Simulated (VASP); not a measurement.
Input of a VASP 6.6.1 run:

INCAR

```
SYSTEM = VN
ALGO = Normal
EDIFF = 1E-6
EDIFFG = -0.005
ENCUT = 600
IBRION = 2
ISIF = 3
ISMEAR = 1
LASPH = .True.
LCHARG = .False.
LMIXTAU = .True.
LREAL = .False.
LWAVE = .False.
METAGGA = R2SCAN
NELM = 120
NSW = 40
PREC = Accurate
SIGMA = 0.1
```

The input KPOINTS:

```
k-points
0
Gamma
  18 18 18
  0 0 0
```

Contents of POSCAR:

```
VN
1.0
    0.0000000000      2.0400000000      2.0400000000
    2.0400000000      0.0000000000      2.0400000000
    2.0400000000      2.0400000000      0.0000000000
V N
1 1
Direct
    0.0000000000      0.0000000000      0.0000000000
    0.5000000000      0.5000000000      0.5000000000
```

Potentials or basis: VASP PAW PBE potentials, release 64 (V_sv, N).

The run is started by

```sh
$ cat potpaw_PBE.64/V_sv/POTCAR potpaw_PBE.64/N/POTCAR > POTCAR
$ mpirun -np 1 vasp_std > vasp.out
```

Task: Predict the space group after relaxing (to 0.05 Å).

Result: Fm-3m (No. 225).

Task: What does it give for the relaxed volume?

Result: 8.65 Å³/atom.

The path:
| step | energy change (eV) | largest force (eV/Å) | pressure (GPa) | volume (Å³) |
| --- | --- | --- | --- | --- |
| 1 | 0.0000 | 0.0000 | 6.51 | 16.98 |
| 2 | 0.0102 | 0.0000 | -9.65 | 17.84 |
| 3 | -0.0065 | 0.0000 | -0.09 | 17.30 |

Caveat: the PAW data sets were made with another functional, which shifts forces and pressure a little; the run has no spin polarisation, though such a crystal can be magnetic.
